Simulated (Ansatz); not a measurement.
# WS2: the cost of one run

Program: Ansatz 0.2.0. Level of theory: DFT PBE, scalar-relativistic, plane waves, PAW. These are calculated values, not measurements.

## 1. The structure to begin with

The structure is trigonal, space group P-3m1 (No. 164). Conventional cell: a = 3.183 Å, b = 3.183 Å, c = 23.669 Å, α = 90.00°, β = 90.00°, γ = 120.00°. W (site symmetry 3m) has 6 S at 2.41 Å as nearest neighbours. S (site symmetry 3m) has 3 W at 2.41 Å as nearest neighbours.

Coordinates:

```
W S
1.0
     3.18321    0.00000    0.00000
    -1.59160    2.75674    0.00000
     0.00000    0.00000   23.66876
W S
2 4
Direct
  0.33333 0.66667 0.63732
  0.66667 0.33333 0.36268
  0.33333 0.66667 0.29682
  0.66667 0.33333 0.57144
  0.33333 0.66667 0.42856
  0.66667 0.33333 0.70318
```

The start is a polymorph listed in a database, not an invented cell.

## 2. The guess as it stands, on a coarse mesh

File input.yaml:

```yaml
crystal:
  lattice:
    - [3.18320846, 0.0, 0.0]
    - [-1.59160423, 2.75673939, 0.0]
    - [0.0, 0.0, 23.66876411]
  atoms:
    - { symbol: W, position: [0.33333333, 0.66666667, 0.63731754] }
    - { symbol: W, position: [0.66666667, 0.33333333, 0.36268246] }
    - { symbol: S, position: [0.33333333, 0.66666667, 0.29681611] }
    - { symbol: S, position: [0.66666667, 0.33333333, 0.57144183] }
    - { symbol: S, position: [0.33333333, 0.66666667, 0.42855817] }
    - { symbol: S, position: [0.66666667, 0.33333333, 0.70318389] }
basis:
  ecutwfc: 420
kpoints:
  mp_grid: { grid: [6, 6, 1] }
hamiltonian:
  xc: pbe
scf:
  occupations: { method: gaussian, width: 0.1 }
  lower_state_search: "off"
output:
  forces: true
  stress: true
  eigenvalues: true
```

On the command line:

```
$ ansatz run input.yaml --threads 1 --pin off --max-ram 2560MiB --backend cpu --events-out ev --progress --plain --runs-dir out
```

What time and memory should one allow on 1 thread of Intel Xeon Platinum 8259CL at 2.50GHz (Skylake/Cascade Lake), shared host?

About 3.4 s, with a peak of 0.48 GiB.
